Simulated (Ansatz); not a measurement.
**W2NS2 MXene monolayer in a perpendicular field**

Wanted: the out-of-plane response of the W2NS2 MXene monolayer. A positive field points along +c.

Calculated with Ansatz 0.2.0; plane-wave DFT, PBE-D3(BJ), Ansatz PAW.

**1. The structure**

The cell holds 5 atoms: 2 S, 2 W and 1 N. Cell: a = 3.054 Å, b = 3.054 Å, c = 42.977 Å, α = 90.0°, β = 90.0°, γ = 120.0°. Vacuum lies along c.

Structure file:

```cif
data_structure
_symmetry_space_group_name_H-M 'P 1'
_symmetry_Int_Tables_number 1
_cell_length_a 3.0539
_cell_length_b 3.0539
_cell_length_c 42.9772
_cell_angle_alpha 90.000
_cell_angle_beta 90.000
_cell_angle_gamma 120.000
_cell_volume 347.12
loop_
_atom_site_label
_atom_site_type_symbol
_atom_site_fract_x
_atom_site_fract_y
_atom_site_fract_z
_atom_site_occupancy
S1 S 0.33333 0.66667 0.43046 1
W2 W 0.66667 0.33333 0.47196 1
N3 N 0.00000 0.00000 0.50000 1
W4 W 0.33333 0.66667 0.52804 1
S5 S 0.66667 0.33333 0.56954 1
```

**2. Relaxation**

The starting cell is a guess, so the in-plane lattice and the atoms are relaxed first, with the slab cut off from its images along the normal.

input.yaml reads:

```yaml
crystal:
  lattice:
    - [3.053908, 0.0, 0.0]
    - [-1.526954, 2.6447619088, 0.0]
    - [0.0, 0.0, 42.9772096949]
  atoms:
    - { symbol: S, position: [0.3333333333, 0.6666666667, 0.4304607054] }
    - { symbol: W, position: [0.6666666667, 0.3333333333, 0.4719620994], spin: 1.0 }
    - { symbol: "N", position: [0.0, 0.0, 0.5] }
    - { symbol: W, position: [0.3333333333, 0.6666666667, 0.5280379006], spin: 1.0 }
    - { symbol: S, position: [0.6666666667, 0.3333333333, 0.5695392946] }
  periodic: [true, true, false]
magnetization:
  spin_polarized: true
kpoints:
  mp_grid: { grid: [12, 12, 1] }
hamiltonian:
  xc: pbe
  dispersion: d3bj
scf:
  occupations: { method: fermi_dirac, width: 0.05 }
  convergence: { dr2_threshold: 1.0e-09 }
relax:
  f_tol: 0.004
  max_steps: 90
  cell: {}
output:
  write_potential: true
  write_density: true
  volumetric_format: npy
```

Started as:

```
> ansatz run input.yaml --threads 2 --pin off --max-ram 3072MiB --backend cpu --events-out ev --progress --plain --runs-dir out
```

Numbers of over 12 decimals in the logs are rounded to 6 here.

What it wrote:

```text
Warning: relax.cell: scf.convergence.dr2_threshold = 1e-9 eV is looser than the 1.95870095071e-10 eV advised for a relaxation that steers and ends on the stress (1e-10 eV for each atom of the cell: 5, times the square of relax.cell.stress_2d_tol = 0.05 N/m over 16.0 Å (the atoms' height at the walk's start and 5 Å past either face), 3.129e-2 GPa, over a crystal's default 0.05). What an SCF threshold leaves in a stress goes as its square root, and in the free energy as the threshold itself, and one threshold admits the most on a small cell: [figures from the program's tests cut] Set scf.convergence.dr2_threshold to 1.95870095071e-10 eV or tighter. [rest of the remark cut]
Engine: ansatz 0.2.0, x86_64-unknown-linux-gnu
Pseudopotentials: kind: paw
Pseudopotential: S, paw, valence charge 6, recommended cutoff 420 eV (normal), S.paw.azcp
Pseudopotential: W, paw, valence charge 14, recommended cutoff 420 eV (normal), W.paw.azcp
Pseudopotential: N, paw, valence charge 5, recommended cutoff 420 eV (normal), N.paw.azcp
Functional definition: PBE
  parameter kappa = 0.804
  parameter beta = 0.066725
  exchange = pbe_x(kappa = kappa, mu = beta*pi^2/3)
  correlation = pbe_c(beta = beta)
Crystal: 5 atoms, lattice volume = 347.121 Å³
Basis set: ecut = 420 eV, 6731 PW (Γ), exchange–correlation on 48×48×576 points (8 copies of the dense FFT grid, shifted against one another)
Bands: 29, of which v1, the nominal top of the filled ones, is band 23 counted from 1 (22 counted from 0)
Symmetry: 12 space group operations
Space group: P-3m1 (ITA 164), of the structure as read, at distance tolerance 7.0e-5 Å
Magnetic group: BNS 164.85 (UNI 1315), of the structure as read, at distance tolerance 7.0e-5 Å
k-points: 19 of 144
Non-local potential: S, projectors of the file, l = 0: 2, l = 1: 2, l = 2: 2
Non-local potential: W, projectors of the file, l = 0: 3, l = 1: 2, l = 2: 2, l = 3: 1
Non-local potential: N, projectors of the file, l = 0: 2, l = 1: 2, l = 2: 1
PAW form: soft (Blöchl's): semilocal exchange-correlation on the pseudo side does not see the compensation charge
PAW one-centre angular grid: S, 110 points (default); XC on 64 Gauss nodes
PAW one-centre angular grid: W, 590 points (default); XC on 64 Gauss nodes
PAW one-centre angular grid: N, 110 points (default); XC on 64 Gauss nodes
Initial density: superposition of atomic densities (neutral atoms: chi_scale 0, normalization atom)
Starting moments: Σ|m| = 2 μB on 2 of 5 sites
Initial wavefunctions: pseudopotential atomic-orbital guess
Functional: x = pbe(κ = 0.804, μ = 0.219515), c = pbe(β = 0.066725)
SCF iter   1: F=—  HF=-22961.756209 eV  |F-HF|=—  |Δ(HF+E_count)|=         —  Δρ=2.36e-2 (↑2.36e-2 ↓1.93e-2)  dr2=7.60e0  dr2_m=9.58e-2  M=0.977 μB ∫|m|=1.123 μB  β_m=0.30  ethr=3.10e-3  ⟨swp⟩=16.5  Hψ=9261  notcnv=0
Mixer restart at iter 1: flushing history
preconditioner: auto → LDOS  [metal: Δε(μ)=0.056 eV  Ē_g=9.398 eV  σ=0.050 eV  W_gap=0.27  n_scr=26 (ndim 8)  ℏωp=10.7 eV  f_vac=0.769  D(μ)=2.88/eV (n_scr^D=16)]
spin=Collinear: LDOS preconditioning applied to the charge; magnetization (m = ρ↑ − ρ↓) channel mixes plain (no charge-response kernel on spin).
SCF iter   2: F=—  HF=-22960.807124 eV  |F-HF|=—  |Δ(HF+E_count)|=   9.49e-1  Δρ=1.71e-2 (↑1.71e-2 ↓1.43e-2)  dr2=4.16e0  dr2_m=5.77e-2  M=0.875 μB ∫|m|=1.011 μB  β_m=0.60  ethr=3.10e-3  ⟨swp⟩=3.6  Hψ=2401  notcnv=0  defer=26
SCF iter   3: F=—  HF=-22959.965131 eV  |F-HF|=—  |Δ(HF+E_count)|=   8.42e-1  Δρ=3.30e-3 (↑3.30e-3 ↓3.07e-3)  dr2=1.94e-1  dr2_m=1.16e-2  M=0.510 μB ∫|m|=0.592 μB  β_m=0.58  ethr=3.10e-3  ⟨swp⟩=4.3  Hψ=2771  notcnv=0  defer=26
SCF iter   4: F=—  HF=-22960.024400 eV  |F-HF|=—  |Δ(HF+E_count)|=         —  Δρ=3.03e-3 (↑2.55e-3 ↓3.03e-3)  dr2=1.61e-2  dr2_m=2.21e-2  M=0.169 μB ∫|m|=0.217 μB  β_m=0.58  ethr=4.32e-4  ⟨swp⟩=3.8  Hψ=2893  notcnv=0  defer=18
SCF iter   5: F=—  HF=-22960.025212 eV  |F-HF|=—  |Δ(HF+E_count)|=   8.11e-4  Δρ=1.58e-3 (↑1.48e-3 ↓1.58e-3)  dr2=1.96e-3  dr2_m=7.20e-3  M=0.106 μB ∫|m|=0.136 μB  β_m=0.79  ethr=3.58e-5  ⟨swp⟩=3.8  Hψ=2788  notcnv=0  defer=19
SCF iter   6: F=—  HF=-22960.026808 eV  |F-HF|=—  |Δ(HF+E_count)|=   1.60e-3  Δρ=3.39e-4 (↑2.51e-4 ↓3.39e-4)  dr2=2.31e-4  dr2_m=2.50e-4  M=0.025 μB ∫|m|=0.032 μB  β_m=0.84  ethr=4.35e-6  ⟨swp⟩=3.4  Hψ=2655  notcnv=0  defer=19
SCF iter   7: F=—  HF=-22960.026875 eV  |F-HF|=—  |Δ(HF+E_count)|=   6.74e-5  Δρ=7.99e-5 (↑7.99e-5 ↓5.70e-5)  dr2=2.02e-5  dr2_m=1.19e-5  M=0.006 μB ∫|m|=0.008 μB  β_m=0.80  ethr=5.12e-7  ⟨swp⟩=3.3  Hψ=2669  notcnv=0  defer=19
SCF iter   8: F=—  HF=-22960.026883 eV  |F-HF|=—  |Δ(HF+E_count)|=   7.86e-6  Δρ=2.13e-5 (↑1.23e-5 ↓2.13e-5)  dr2=2.34e-6  dr2_m=5.98e-7  M=0.001 μB ∫|m|=0.001 μB  β_m=0.82  ethr=4.48e-8  ⟨swp⟩=3.2  Hψ=2554  notcnv=0  defer=19
SCF iter   9: F=—  HF=-22960.026886 eV  |F-HF|=—  |Δ(HF+E_count)|=   2.30e-6  Δρ=6.48e-6 (↑6.48e-6 ↓4.08e-6)  dr2=9.05e-8  dr2_m=7.59e-8  M=0.000 μB ∫|m|=0.000 μB  β_m=0.88  ethr=5.21e-9  ⟨swp⟩=3.3  Hψ=2529  notcnv=0  defer=19
SCF iter  10: F=—  HF=-22960.026886 eV  |F-HF|=—  |Δ(HF+E_count)|=   3.66e-7  Δρ=2.04e-6 (↑2.04e-6 ↓1.45e-6)  dr2=3.23e-9  dr2_m=9.12e-9  M=0.000 μB ∫|m|=0.000 μB  β_m=0.94  ethr=2.01e-10  ⟨swp⟩=3.8  Hψ=2781  notcnv=0  defer=19
SCF iter  11: F=—  HF=-22960.026886 eV  |F-HF|=—  |Δ(HF+E_count)|=   3.01e-8  Δρ=2.17e-7 (↑2.13e-7 ↓2.17e-7)  dr2=1.77e-10  dr2_m=1.29e-10  M=0.000 μB ∫|m|=0.000 μB  β_m=0.97  ethr=7.17e-12  ⟨swp⟩=4.5  Hψ=3209  notcnv=0  defer=19
SCF iter  12: F=-22960.026886 eV  HF=-22960.026886 eV  |F-HF|=1.75e-10  |Δ(HF+E_count)|=   2.94e-9  Δρ=5.40e-8 (↑3.42e-8 ↓5.40e-8)  dr2=4.23e-11  dr2_m=1.37e-12  M=0.000 μB ∫|m|=0.000 μB  ethr=1.00e-12  ⟨swp⟩=9.9  Hψ=9590  notcnv=0
WARN: the starting moments were not kept: the SCF closed with an absolute magnetisation of 2.0e-6 μB, where they sum to 2 μB in size (2 sites). That is at most 0.1 of that sum. Measured as dr2_m measures the in/out step, that magnetisation stands 3.5e-13 eV from none, at or under the dr2_threshold of 1.0e-9 eV: it is no larger than a step whose dr2_m would equal this threshold. The system may hold no moment; this SCF [...]
SCF 1 converged in 12 iterations: F = -22960.026886 eV  dr2 = 4.23e-11
  greatest PAW one-centre occupation: 1.000 electrons in one spin orbital (limit 2), on the W atom at site 3 (counted from 0), in its partial waves of l = 0
[...]
relax step   5: F+E_penalty+E_count = -22960.66823447 eV  Δ(F+E_penalty+E_count) = -5.994e-2 eV  max|allowed force component| = 6.124e-2 eV/Å  Δτ_max = 0.0855 Å  P = -1.007 N/m  Ω = 336.253 Å³  energy of the carried Pulay correction = +2.399e-3 eV  fix = [c, alpha, beta]  reactions: c -0.000 N/m  (10 SCF iters, accepted)
[...]
relax step   6: F+E_penalty+E_count = -22960.67004044 eV  Δ(F+E_penalty+E_count) = -1.806e-3 eV  max|allowed force component| = 5.799e-3 eV/Å  Δτ_max = 0.0057 Å  P = -0.086 N/m  Ω = 334.179 Å³  energy of the carried Pulay correction = +2.866e-3 eV  fix = [c, alpha, beta]  reactions: c -0.000 N/m  (8 SCF iters, accepted)
[...]
relax step   7: F+E_penalty+E_count = -22960.67008421 eV  Δ(F+E_penalty+E_count) = -4.377e-5 eV  max|allowed force component| = 5.467e-4 eV/Å  Δτ_max = 0.0002 Å  P = -0.001 N/m  Ω = 334.030 Å³  energy of the carried Pulay correction = +2.899e-3 eV  fix = [c, alpha, beta]  reactions: c -0.000 N/m  (6 SCF iters, accepted)
[...]
relax step   8: F+E_penalty+E_count = -22960.66769567 eV  Δ(F+E_penalty+E_count) = +2.389e-3 eV  max|allowed force component| = 3.523e-4 eV/Å  Δτ_max = 0.0000 Å  P = -0.052 N/m  Ω = 334.030 Å³  fix = [c, alpha, beta]  reactions: c -0.000 N/m  stress off target by 5.18e-2 N/m on what of the cell is left free  SCF on the basis re-selected at this cell (its energy is not comparable with the rows above)  (5 SCF iters)
[...]
relax step   9: F+E_penalty+E_count = -22960.66773886 eV  Δ(F+E_penalty+E_count) = -4.319e-5 eV  max|allowed force component| = 7.355e-4 eV/Å  Δτ_max = 0.0008 Å  P = +0.001 N/m  Ω = 333.866 Å³  energy of the carried Pulay correction = +3.681e-5 eV  fix = [c, alpha, beta]  reactions: c +0.000 N/m  (6 SCF iters, accepted)
iter 1 solved again at ethr=3.31e-7 eV; its pass at ethr=3.10e-3 eV (dr2=1.49e-4 eV) is discarded
SCF iter   1: F=—  HF=-22960.667537 eV  |F-HF|=—  |Δ(HF+E_count)|=         —  Δρ=6.99e-7 (↑6.93e-7 ↓6.99e-7)  dr2=3.95e-9  dr2_m=1.22e-11  M=0.000 μB ∫|m|=0.000 μB  β_m=0.65  ethr=3.31e-7  ⟨swp⟩=7.1  Hψ=15244  notcnv=0
eigensolver tolerance schedule: the retry pair's looser diagonalisation over-reported the residual by 37757.04 of it (diagonalisation noise at an unbounded share of the residual, at the tolerance the schedule requests for it); recorded, not acted on — ethr = c·dr2/N_el stays at c = 1.0e-1
preconditioner: auto → LDOS  [metal: Δε(μ)=0.043 eV  Ē_g=8.846 eV  σ=0.050 eV  W_gap=0.21  n_scr=22 (ndim 8)  ℏωp=10.9 eV  f_vac=0.769  D(μ)=2.70/eV (n_scr^D=16)]
spin=Collinear: LDOS preconditioning applied to the charge; magnetization (m = ρ↑ − ρ↓) channel mixes plain (no charge-response kernel on spin).
SCF iter   2: F=—  HF=-22960.667699 eV  |F-HF|=—  |Δ(HF+E_count)|=   1.63e-4  Δρ=4.24e-7 (↑4.24e-7 ↓4.20e-7)  dr2=2.75e-9  dr2_m=3.81e-12  M=0.000 μB ∫|m|=0.000 μB  β_m=0.34  ethr=8.78e-12  ⟨swp⟩=8.4  Hψ=6098  notcnv=0
SCF iter   3: F=—  HF=-22960.667699 eV  |F-HF|=—  |Δ(HF+E_count)|=   2.74e-9  Δρ=2.65e-7 (↑2.65e-7 ↓2.57e-7)  dr2=5.32e-10  dr2_m=3.70e-12  M=0.000 μB ∫|m|=0.000 μB  β_m=0.67  ethr=6.11e-12  ⟨swp⟩=3.3  Hψ=1993  notcnv=0
SCF iter   4: F=-22960.667699 eV  HF=-22960.667699 eV  |F-HF|=1.27e-10  |Δ(HF+E_count)|=  4.73e-10  Δρ=7.23e-8 (↑6.91e-8 ↓7.23e-8)  dr2=2.40e-11  dr2_m=7.78e-13  M=0.000 μB ∫|m|=0.000 μB  ethr=1.18e-12  ⟨swp⟩=15.4  Hψ=10870  notcnv=0
the starting moments were not kept: the SCF closed with an absolute magnetisation of 2.3e-6 μB, where they sum to 2 μB in size (2 sites). That is at most 0.1 of that sum. Measured as dr2_m measures the in/out step, that magnetisation stands 5.0e-13 eV from none, at or under the dr2_threshold of 1.0e-9 eV: it is no larger than a step whose dr2_m would equal this threshold.
SCF 10 converged in 4 iterations: F = -22960.667699 eV  dr2 = 2.40e-11
relax step  10: F+E_penalty+E_count = -22960.66769925 eV  Δ(F+E_penalty+E_count) = +3.961e-5 eV  max|allowed force component| = 7.417e-4 eV/Å  Δτ_max = 0.0000 Å  P = +0.001 N/m  Ω = 333.866 Å³  fix = [c, alpha, beta]  reactions: c +0.000 N/m  stress off target by 6.03e-4 N/m on what of the cell is left free  SCF on the basis re-selected at this cell (its energy is not comparable with the rows above)  (4 SCF iters)
basis re-selected at this cell: Δ(F+E_penalty+E_count) = +3.961e-5 eV, ΔP = -0.000 N/m vs the last step (what re-selecting the basis moved, of the pressure what is left beyond the Pulay correction that the steps carried, after the strain that the cell walked since its last selection, with what the two solves' SCF thresholds leave and, on support functions, any second-order correction that the steps lacked; it is no m [...]
SCF converged after 4 iterations
Magnetization: 0.0000 μB (22.5000 up, 22.5000 down)
Absolute magnetization: 0.0000 μB (∫|ρ↑−ρ↓|, with the PAW one-centre terms)
Spin contamination: 0.0000 ħ² per cell (⟨S²⟩ above its minimum at these occupations)
Per-site moments (μB) at R_I (Å): [(-1.0313846291155302e-7, 0.987563), (5.224215693788086e-7, 0.920175), (1.2681467775458532e-7, 0.920175), (5.224215693692867e-7, 0.920175), (-1.0313846290941657e-7, 0.987563)]
Free energy (F): -22960.667699 eV
Harris-Foulkes:  -22960.667699 eV  (|F-HF|=1.27e-10)
Internal energy: -22960.645992 eV  (E = F + TS)
E sigma→0 (E₀):  -22960.656845 eV
Entropy (-TS):   -0.021708 eV (-4.342 meV/atom)
Fermi energy:    -4.970321 eV
--- Per-component energies (eV) ---
  E_band       = -1180.329364
  E_kinetic    = 1251.660465
  E_local      = -201019.213992  (includes V_loc(G=0)·N_el)
  E_nonlocal   = 104.197447
  E_hartree    = 99746.952476
  E_xc         = -790.006242
  E_vxc        = -731.445613  (∫ρ·V_xc dr)
  E_paw        = -18453.027232  (= ΣΔE_a)
  E_vpaw       = -279.432349  (= ΣTr[D̂ρ^β])
  E_aug_tail   = -0.000055  (compensation charges beyond the density's cutoff)
  E_ewald      = 96200.648219
  E_disp       = -1.857077  (pairwise vdW)
  E_smearing   = -0.021708  (= −TS)
  E_closure    = 0.000000  (closes the sum)
  Σ components = -22960.667699   (vs F -22960.667699, Δ=0.00e0)
--- Forces (eV/Å), atoms counted from 1 ---
  atom   1  S     -0.00000000    -0.00000000    -0.00074170
  atom   2  W     -0.00000000     0.00000000     0.00028608
  atom   3  N      0.00000000     0.00000000     0.00000000
  atom   4  W     -0.00000000    -0.00000000    -0.00028608
  atom   5  S      0.00000000     0.00000000     0.00074170
  max |Σ_I F_I| component: 9.25e-18 eV/Å
--- 2D stress c σ (N/m, compression-positive) ---
        0.000603       0.000000       0.000000
        0.000000       0.000603       0.000000
        0.000000       0.000000       0.000000
  P = ½ c Tr σ = 0.0006 N/m
--- Band table (eV; the first three rows and the last of 38) ---
  k-point 0 ↑: bands = [... 19 lower, -5.6742, -5.6742, -5.6690, -5.6690, -5.5101, -4.8218, -4.8218, -2.2651, ... 2 higher]
  k-point 1 ↑: bands = [... 19 lower, -6.7181, -6.4541, -5.4042, -5.2627, -4.9661, -4.8297, -4.7520, -2.5391, ... 2 higher]
  k-point 2 ↑: bands = [... 19 lower, -6.9096, -6.9088, -6.0157, -5.2039, -5.0552, -4.2666, -3.9463, -2.5806, ... 2 higher]
  k-point 18 ↓: bands = [... 19 lower, -9.2184, -5.1711, -4.6867, -4.6867, -4.0592, -3.2920, -3.2920, -2.2858, ... 2 higher]
  the weakly bound empty levels are not read free of the cell's end (no_gap_told)
--- Relaxed structure (8 steps of the walk, 7 accepted, 2 SCFs on fresh bases) ---
  F+E_penalty+E_count = -22960.66769925 eV   max|allowed force component| = 7.417e-4 eV/Å   (the final SCF, on the basis selected at the relaxed cell)
  cell:  # Å, volume = 333.8660 Å³
    - [2.995034, 0.0, 0]
    - [-1.497517, 2.593775, 0]
    - [0, 0, 42.9772096949]
  atoms:
    - { symbol: S, position: [0.333333, 0.666667, 0.428682] }
    - { symbol: W, position: [0.666667, 0.333333, 0.467209] }
    - { symbol: N, position: [0, 0, 0.5] }
    - { symbol: W, position: [0.333333, 0.666667, 0.532791] }
    - { symbol: S, position: [0.666667, 0.333333, 0.571318] }
```

The job ended after 3.3 min (2 threads of Intel Xeon at 2.70GHz, shared host; peak memory 0.84 GiB; 6.2 min of CPU time).

Step by step:

```tsv
step	energy less that of the first step (eV)	largest force component (eV/Å)	volume (Å³)
1	0.0000	3.3918	347.12
2	-0.4703	0.6941	355.40
3	-0.5814	0.4447	349.27
4	-0.5803	0.6218	328.19
5	-0.6413	0.0612	336.25
6	-0.6432	0.0058	334.18
7	-0.6432	0.0005	334.03
8*	-0.6408	0.0004	334.03
9	-0.6409	0.0007	333.87
10*	-0.6408	0.0007	333.87
```

Relaxation steps marked * repeat the geometry before them on a plane-wave basis chosen anew for their cell, so energy and pressure can jump there. Relaxation step 4 was tried and not accepted.

Forces are held to the 12 operations that the run works with; a distortion that breaks them can't arise in this run.

```tsv
cell as run	before	after	change
a (Å)	3.054	2.995	-1.9 %
b (Å)	3.054	2.995	-1.9 %
```

The atoms that moved most (Å, along periodic axes as changes of fractional coordinates times the final cell, across vacuum about the mean position):

```tsv
atom	dx	dy	dz	length
W4	0.000	0.000	0.204	0.204
W2	0.000	0.000	-0.204	0.204
S1	0.000	0.000	-0.076	0.076
S5	0.000	0.000	0.076	0.076
```

Final coordinates:

```xyz
5
Lattice="2.9950 0.0000 0.0000 -1.4975 2.5938 0.0000 0.0000 0.0000 42.9772" Properties=species:S:1:pos:R:3
S     0.0000    1.7292   18.4235
W     1.4975    0.8646   20.0793
N     0.0000    0.0000   21.4886
W     0.0000    1.7292   22.8979
S     1.4975    0.8646   24.5537
```

Numbers from this step:

```yaml
energy_at_zero_smearing: -22960.6568 eV
```

The lattice constant a goes from 3.054 to 2.995 Å.

[end of part 1 of 2]

[Logs are printed without paths, hosts, clocks, repeated set-up lines and the standing remarks that a program may print on its own settings, such as how far it seeks lower states.]

[Hosts, paths, dates, database ids (printed as entryN), source tags and the programs' standing remarks are cut or masked in the printed files.]

[Maps of the electrostatic potential energy from Ansatz leave out the sawtooth potential of an applied field or a dipole correction, so their vacuum need not be flat; planar profiles and work functions include it.]
